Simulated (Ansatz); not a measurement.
# In3GaP4: the cost of one run

Computed with Ansatz 0.2.0 (DFT PBE, scalar-relativistic, plane waves, PAW, unless a step's input says otherwise).

1 further run of the same task is left out (it didn't finish).

## 1. Starting point

The structure is orthorhombic, space group Cmmm (No. 65). Conventional cell: a = 7.913 Å, b = 11.191 Å, c = 3.957 Å, α = 90.00°, β = 90.00°, γ = 90.00°. In (site symmetry 2/m) is surrounded by 6 P at 2.80 Å. Around In (site symmetry mmm) lie 6 P at 2.80 Å. Ga (site symmetry mmm) is surrounded by 6 P at 2.80 Å. Around P (site symmetry 2mm) lie 4 In at 2.80 Å and 2 Ga at 2.80 Å. P (site symmetry m2m) has 1 Ga at 2.80 Å and 5 In at 2.80 Å as nearest neighbours.

As a file:

```cif
data_structure
_symmetry_space_group_name_H-M 'Cmmm'
_symmetry_Int_Tables_number 65
_cell_length_a 7.9134
_cell_length_b 11.1913
_cell_length_c 3.9567
_cell_angle_alpha 90.000
_cell_angle_beta 90.000
_cell_angle_gamma 90.000
_cell_volume 350.41
loop_
_atom_site_label
_atom_site_type_symbol
_atom_site_symmetry_multiplicity
_atom_site_Wyckoff_symbol
_atom_site_fract_x
_atom_site_fract_y
_atom_site_fract_z
_atom_site_occupancy
In1 In 4 e 0.25000 0.25000 0.00000 1
In2 In 2 d 0.00000 0.00000 0.50000 1
Ga1 Ga 2 c 0.50000 0.00000 0.50000 1
P1 P 4 g 0.75000 0.00000 0.00000 1
P2 P 4 j 0.50000 0.75000 0.50000 1
```

The start is an ordering of an alloy on its end members' structure types: elements ordered on the sites of the InP type, Ga/In on In (Cmmm, No. 65).

## 2. The guess as it stands, on a coarse mesh

The input, input.yaml:

```yaml
crystal:
  lattice:
    - [3.95671039, -5.59563349, 0.0]
    - [3.95671039, 5.59563349, 0.0]
    - [0.0, 0.0, 3.95671039]
  atoms:
    - { symbol: In, position: [0.0, 0.5, 0.0] }
    - { symbol: In, position: [0.0, 0.0, 0.5] }
    - { symbol: In, position: [0.5, 0.0, 0.0] }
    - { symbol: Ga, position: [0.5, 0.5, 0.5] }
    - { symbol: P, position: [0.75, 0.75, 0.0] }
    - { symbol: P, position: [0.75, 0.25, 0.5] }
    - { symbol: P, position: [0.25, 0.75, 0.5] }
    - { symbol: P, position: [0.25, 0.25, 0.0] }
basis:
  ecutwfc: 420
kpoints:
  mp_grid: { grid: [4, 4, 4] }
hamiltonian:
  xc: pbe
scf:
  occupations: { method: gaussian, width: 0.1 }
  lower_state_search: "off"
output:
  forces: true
  stress: true
  eigenvalues: true
```

Run with:

```sh
$ ansatz run input.yaml --threads 1 --pin off --max-ram 2560MiB --backend cpu --events-out ev --progress --plain --runs-dir out
```

Q: Estimate wall time and peak memory on 1 thread of Intel Xeon at 2.50GHz (Skylake/Cascade Lake), shared host.

About 21 s, with a peak of 0.49 GiB.
